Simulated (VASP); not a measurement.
# Hg (Pm-3m) in VASP: single point with r2SCAN

Aim: the single point of Hg with r2SCAN.

Everything below comes from runs of VASP 6.6.1. Logs are shortened: lines on timing, memory, paths and dates and some standing lists are left out, and cuts for length are marked.

## (1) The structure

The structure is cubic, space group Pm-3m (No. 221). Conventional cell: a = 3.013 Å, b = 3.013 Å, c = 3.013 Å, α = 90.00°, β = 90.00°, γ = 90.00°. Around Hg (site symmetry m-3m) lie 6 Hg at 3.01 Å.

The cell was built by a generator and needn't be a form met in nature.

## (2) Single point, r2SCAN

POSCAR reads:

```
Hg
1.0
    3.0131032964      0.0000000000      0.0000000000
    0.0000000000      3.0131032964      0.0000000000
    0.0000000000      0.0000000000      3.0131032964
Hg
1
Direct
    0.0000000000      0.0000000000      0.0000000000
```

INCAR.step1 reads:

```
SYSTEM = Hg
PREC = Accurate ; ENCUT = 520
ISMEAR = 0 ; SIGMA = 0.1
LREAL = .FALSE. ; LASPH = .TRUE.
NELM = 100 ; NBANDS = 12
GGA = PE ; ALGO = Normal
EDIFF = 1E-4 ; LWAVE = .TRUE.
LCHARG = .FALSE.
```

INCAR.step2 reads:

```
SYSTEM = Hg
PREC = Accurate ; ENCUT = 520
EDIFF = 1E-6 ; ISMEAR = 0
SIGMA = 0.1 ; LREAL = .FALSE.
LASPH = .TRUE. ; NELM = 100
ALGO = Normal ; ISIF = 2
LWAVE = .FALSE. ; LCHARG = .FALSE.
METAGGA = R2SCAN ; LMIXTAU = .TRUE.
NBANDS = 12 ; ISTART = 1
```

KPOINTS reads:

```
regular mesh
0
G
  18 18 18
  0 0 0
```

Potentials or basis: VASP PAW PBE potentials, release 64 (Hg).

Started as:

```sh
$ cat potpaw_PBE.64/Hg/POTCAR > POTCAR
$ cp INCAR.step1 INCAR
$ mpirun -np 1 vasp_std > vasp.out
$ cp INCAR.step2 INCAR
$ mpirun -np 1 vasp_std > vasp.out
```

OUTCAR:

```text
SYSTEM = Hg
   PREC = Accurate
   ENCUT = 520
   EDIFF = 1E-6
   ISMEAR = 0
   LREAL = .FALSE.
   LASPH = .TRUE.
   NELM = 100
   ISIF = 2
   METAGGA = R2SCAN
   ISTART = 1

 ion  position               nearest neighbor table
   1  0.000  0.000  0.000-

  LATTYP: Found a simple cubic cell.
 ALAT       =     3.0131032964

  Lattice vectors:

 A1 = (   3.0131032964,   0.0000000000,   0.0000000000)
 A2 = (   0.0000000000,   3.0131032964,   0.0000000000)
 A3 = (   0.0000000000,   0.0000000000,   3.0131032964)

Analysis of symmetry for initial positions (statically):
=====================================================================
 Subroutine PRICEL returns:
 Original cell was already a primitive cell.

 Routine SETGRP: Setting up the symmetry group for a
 simple cubic supercell.

 Subroutine GETGRP returns: Found 48 space group operations
 (whereof 48 operations were pure point group operations)
 out of a pool of 48 trial point group operations.

The static configuration has the point symmetry O_h .

Analysis of symmetry for dynamics (positions and initial velocities):
=====================================================================
 Subroutine PRICEL returns:
 Original cell was already a primitive cell.

 Routine SETGRP: Setting up the symmetry group for a
 simple cubic supercell.

 Subroutine GETGRP returns: Found 48 space group operations
 (whereof 48 operations were pure point group operations)
 out of a pool of 48 trial point group operations.

The dynamic configuration has the point symmetry O_h .

 Subroutine INISYM returns: Found 48 space group operations
 (whereof 48 operations are pure point group operations),
 and found     1 'primitive' translations

----------------------------------------------------------------------------------------

                                     Primitive cell

  volume of cell :      27.3553

  direct lattice vectors                    reciprocal lattice vectors
     3.013103296  0.000000000  0.000000000     0.331883743  0.000000000  0.000000000
     0.000000000  3.013103296  0.000000000     0.000000000  0.331883743  0.000000000
     0.000000000  0.000000000  3.013103296     0.000000000  0.000000000  0.331883743

  length of vectors
     3.013103296  3.013103296  3.013103296     0.331883743  0.331883743  0.331883743

  position of ions in fractional coordinates (direct lattice)
     0.000000000  0.000000000  0.000000000

  ion indices of the primitive-cell ions
   primitive index   ion index
                 1           1

----------------------------------------------------------------------------------------

 KPOINTS: regular mesh

Automatic generation of k-mesh.
 Grid dimensions read from file:
 generate k-points for:   18   18   18

 Generating k-lattice:

  Cartesian coordinates                     Fractional coordinates (reciprocal lattice)
     0.018437986  0.000000000  0.000000000     0.055555556  0.000000000  0.000000000
     0.000000000  0.018437986  0.000000000     0.000000000  0.055555556  0.000000000
     0.000000000  0.000000000  0.018437986     0.000000000  0.000000000  0.055555556

  Length of vectors
     0.018437986  0.018437986  0.018437986

  Shift w.r.t. Gamma in fractional coordinates (k-lattice)
     0.000000000  0.000000000  0.000000000

 Subroutine IBZKPT returns following result:
 ===========================================

 Found    220 irreducible k-points:

 Following reciprocal coordinates:
            Coordinates               Weight
  0.000000  0.000000  0.000000      1.000000
  0.055556  0.000000  0.000000      6.000000
  0.111111  0.000000  0.000000      6.000000
  0.166667  0.000000  0.000000      6.000000
  0.222222  0.000000  0.000000      6.000000
  0.277778  0.000000  0.000000      6.000000
[... 16 lines left out ...]
  0.277778  0.111111  0.000000     24.000000
  0.333333  0.111111  0.000000     24.000000
 [... further k-points ...]
   k-points           NKPTS =    220   k-points in BZ     NKDIM =    220   number of bands    NBANDS=     12
   number of dos      NEDOS =    301   number of ions     NIONS =      1
   total plane-waves  NPLWV =  13824
   dimension x,y,z NGX =    24 NGY =   24 NGZ =   24
   dimension x,y,z NGXF=    48 NGYF=   48 NGZF=   48
   ions per type =               1
   NGX,Y,Z   is equivalent  to a cutoff of  13.24, 13.24, 13.24 a.u.
   NGXF,Y,Z  is equivalent  to a cutoff of  26.48, 26.48, 26.48 a.u.
 SYSTEM =  Hg
   PREC   = accura    normal or accurate (medium, high low for compatibility)
   ISTART =      1    job   : 0-new  1-cont  2-samecut
   ICHARG =      0    charge: 1-file 2-atom 10-const
   ISPIN  =      1    spin polarized calculation?
   LNONCOLLINEAR =      F non collinear calculations
   LSORBIT =      F    spin-orbit coupling
   LASPH  =      T    aspherical Exc in radial PAW
   ENCUT  =  520.0 eV  38.22 Ry    6.18 a.u.   5.60  5.60  5.60*2*pi/ulx,y,z
   NELM   =    100;   NELMIN=  2; NELMDL=  0     # of ELM steps
   EDIFF  = 0.1E-05   stopping-criterion for ELM
   LREAL  =      F    real-space projection
   EDIFFG = 0.1E-04   stopping-criterion for IOM
   NSW    =      0    number of steps for IOM
   IBRION =     -1    ionic relax: 0-MD 1-quasi-New 2-CG
   NFREE  =      0    steps in history (QN), initial steepest desc. (CG)
   ISIF   =      2    stress and relaxation
   ISYM   =      2    0-nonsym 1-usesym 2-fastsym
   POTIM  = 0.5000    time-step for ionic-motion
   TEBEG  =    0.0;   TEEND  =   0.0 temperature during run
   PSTRESS=    0.0 pullay stress
   NELECT =      12.0000    total number of electrons
   NUPDOWN=      -1.0000    fix difference up-down
   EMIN   =  10.00;   EMAX   =-10.00  energy-range for DOS
   EFERMI =   0.00;   METHOD = LEGACY
   ISMEAR =     0;   SIGMA  =   0.10  broadening in eV -4-tet -1-fermi 0-gaus
   EFERMI_NEDOS =   21; number of points for ismear=-14 and -15
   IALGO  =     38    algorithm
   IMIX   =      4    mixing-type and parameters
     AMIX     =   0.40;   BMIX     =  1.00
     AMIX_MAG =   1.60;   BMIX_MAG =  1.00
  volume/ion in A,a.u.               =      27.36       184.60
  Fermi-wavevector in a.u.,A,eV,Ry     =   1.243907  2.350643 21.052356  1.547304
  Thomas-Fermi vector in A             =   2.378197
   LORBIT       =      0    0 simple, 1 ext, 2 COOP (PROOUT), +10 PAW based schemes
   METAGGA = R2SCAN    functional components
   LHFCALC =     F    Hartree Fock is set to
   AEXX    =    0.0000 exact exchange contribution
   IVDW    =     0    specifies the selected vdW correction
   LEPSILON=     F    determine dielectric tensor
   LRPA    =     F    only Hartree local field effects (RPA)
 non-spin polarized calculation
 Gauss-broadening in eV      SIGMA  =   0.10
  energy-cutoff  :      520.00
  volume of cell :       27.36
 maximum number of plane-waves:       756
 NGX is ok and might be reduce to    24
   NGX = 11   NGY = 11   NGZ = 11

 number of electron      12.0000004 magnetization

 Free energy of the ion-electron system (eV)
  ---------------------------------------------------
  ext. energy  EPLUGINS =         0.00000000
  ---------------------------------------------------
  free energy    TOTEN  =       -49.34938190 eV

  energy without entropy =      -49.34820267  energy(sigma->0) =      -49.34879229

 E-fermi :   1.7443     XC(G=0): -10.5709

 val. band max:        1.7187876406   @ k =   0.5000   0.3333   0.3333
 cond. band min:       1.7678428598   @ k =   0.5000   0.4444   0.1111
 fundamental gap:      0.0490552192
 Fermi energy:         1.7443169831

 k-point     1 :       0.0000    0.0000    0.0000
  band No.  band energies     occupation
      1      -6.8095      2.00000
      2      -6.6599      2.00000
      3      -6.6599      2.00000
      4      -4.5774      2.00000
      5      -4.5774      2.00000
      6      -4.5774      2.00000
      7      12.0458      0.00000
      8      12.0458      0.00000
      9      12.0458      0.00000
     10      15.5384      0.00000
     11      17.5227      0.00000
     12      17.5227      0.00000

 k-point     2 :       0.0556    0.0000    0.0000
  band No.  band energies     occupation
      1      -6.7572      2.00000
      2      -6.6547      2.00000
      3      -6.6166      2.00000
      4      -4.5987      2.00000
      5      -4.5987      2.00000
      6      -4.5756      2.00000
      7      11.3360      0.00000
      8      12.1288      0.00000
      9      12.1288      0.00000
     10      15.8751      0.00000
     11      17.5039      0.00000
     12      17.9900      0.00000

 k-point     3 :       0.1111    0.0000    0.0000
  band No.  band energies     occupation
      1      -6.6768      2.00000
      2      -6.6399      2.00000
      3      -6.4132      2.00000
      4      -4.6594      2.00000
      5      -4.6594      2.00000
      6      -4.5705      2.00000
      7       9.9045      0.00000
      8      12.3729      0.00000
      9      12.3729      0.00000
     10      16.2251      0.00000
     11      17.4482      0.00000
     12      19.3519      0.00000

 k-point     4 :       0.1667    0.0000    0.0000
  band No.  band energies     occupation
      1      -6.6171      2.00000
      2      -6.6063      2.00000
      3      -6.0190      2.00000
      4      -4.7507      2.00000
      5      -4.7507      2.00000
      6      -4.5626      2.00000
      7       8.3117      0.00000
      8      12.7649      0.00000
      9      12.7649      0.00000
     10      16.4276      0.00000
     11      17.3585      0.00000
     12      21.2014      0.00000

 k-point     5 :       0.2222    0.0000    0.0000
  band No.  band energies     occupation
      1      -6.5889      2.00000
      2      -6.5289      2.00000
      3      -5.4631      2.00000
      4      -4.8602      2.00000
      5      -4.8602      2.00000
      6      -4.5529      2.00000
      7       6.7079      0.00000
      8      13.2829      0.00000
      9      13.2829      0.00000
     10      16.5983      0.00000
     11      17.2413      0.00000
     12      23.2542      0.00000
[... 228 lines left out ...]
      1      -6.5830      2.00000
      2      -6.3637      2.00000
      3      -5.9160      2.00000
      4      -4.8213      2.00000
      5      -4.7434      2.00000
      6      -4.6419      2.00000
      7       8.5832      0.00000
      8      10.5495      0.00000
      9      13.0961      0.00000
     10      16.9824      0.00000
     11      19.1743      0.00000
     12      21.0802      0.00000

 k-point    22 :       0.2222    0.1111    0.0000
  band No.  band energies     occupation
      1      -6.5423      2.00000
      2      -6.2979      2.00000
      3      -5.4236      2.00000
      4      -4.8732      2.00000
      5      -4.8515      2.00000
      6      -4.6317      2.00000
      7       6.9788      0.00000
      8      10.9922      0.00000
      9      13.6180      0.00000
     10      17.0567      0.00000
     11      18.9468      0.00000
     12      21.9473      0.00000

 k-point    23 :       0.2778    0.1111    0.0000
  band No.  band energies     occupation
      1      -6.5019      2.00000
      2      -6.2266      2.00000
      3      -5.1889      2.00000
      4      -4.9639      2.00000
      5      -4.6205      2.00000
      6      -4.5234      2.00000
      7       5.4073      0.00000
      8      11.5346      0.00000
      9      14.2384      0.00000
     10      17.1001      0.00000
     11      18.4430      0.00000
     12      21.7218      0.00000

 k-point    24 :       0.3333    0.1111    0.0000
  band No.  band energies     occupation
      1      -6.4659      2.00000
      2      -6.1558      2.00000
      3      -5.2511      2.00000
      4      -5.0671      2.00000
      5      -4.6099      2.00000
      6      -3.7343      2.00000
      7       3.8951      0.00000
      8      12.1543      0.00000
      9      14.9162      0.00000
     10      17.0685      0.00000
     11      17.7347      0.00000
     12      21.6663      0.00000

 [... further k-points ...]

------------------------ aborting loop because EDIFF is reached ----------------------------------------

  FORCE on cell =-STRESS in cart. coord.  units (eV):
  Direction    XX          YY          ZZ          XY          YZ          ZX
  --------------------------------------------------------------------------------------
  -------------------------------------------------------------------------------------
  Total        0.0558059      0.0558059      0.0558059      0.0000000      0.0000000     -0.0000000
  in kB        3.2685037      3.2685037      3.2685037      0.0000000      0.0000000     -0.0000000
  external PRESSURE =       3.2685037 kB  Pullay stress =       0.0000000 kB

 VOLUME and BASIS-vectors are now :
 -----------------------------------------------------------------------------
  energy-cutoff  :      520.00
  volume of cell :       27.36
      direct lattice vectors                 reciprocal lattice vectors
     3.013103296  0.000000000  0.000000000     0.331883743  0.000000000  0.000000000
     0.000000000  3.013103296  0.000000000     0.000000000  0.331883743  0.000000000
     0.000000000  0.000000000  3.013103296     0.000000000  0.000000000  0.331883743

 POSITION                                       TOTAL-FORCE (eV/Angst)
 -----------------------------------------------------------------------------------
      0.00000      0.00000      0.00000         0.000000      0.000000      0.000000
 -----------------------------------------------------------------------------------
    total drift:                                0.000000     -0.000000      0.000000

  FREE ENERGIE OF THE ION-ELECTRON SYSTEM (eV)
  ---------------------------------------------------
  free  energy   TOTEN  =       -49.3493819044 eV

  energy  without entropy=      -49.3482026658  energy(sigma->0) =      -49.34879229
```

Wall time 82 s (1 thread of Intel Xeon Platinum 8488C (Sapphire Rapids), shared host); peak memory 0.19 GiB.

What came out:

```yaml
Free_energy: -49.3494 eV
Pressure: 0.3 GPa
Band_gap_on_the_k_mesh: none (metal or under the smearing width)
```

Levels at points of the mesh, in eV from the Fermi level:
| k point | band 3 | band 4 | band 5 | band 6 | band 7 | band 8 | band 9 | band 10 |
| --- | --- | --- | --- | --- | --- | --- | --- | --- |
| (0.00, 0.00, 0.00) | -8.40 | -6.32 | -6.32 | -6.32 | 10.30 | 10.30 | 10.30 | 13.79 |
| (0.50, 0.00, 0.00) | -6.98 | -6.98 | -6.26 | -2.99 | -1.64 | 14.21 | 14.21 | 15.01 |
| (0.50, 0.50, 0.00) | -6.87 | -6.87 | -5.71 | 0.56 | 1.60 | 1.60 | 7.56 | 18.36 |
| (0.50, 0.50, 0.50) | -7.88 | -5.66 | -5.66 | 4.64 | 4.90 | 4.90 | 4.90 | 9.00 |

Caveat: the PAW data sets were made with another functional, which shifts forces and pressure a little. The run has no spin-orbit coupling, so splittings on Hg are missing.
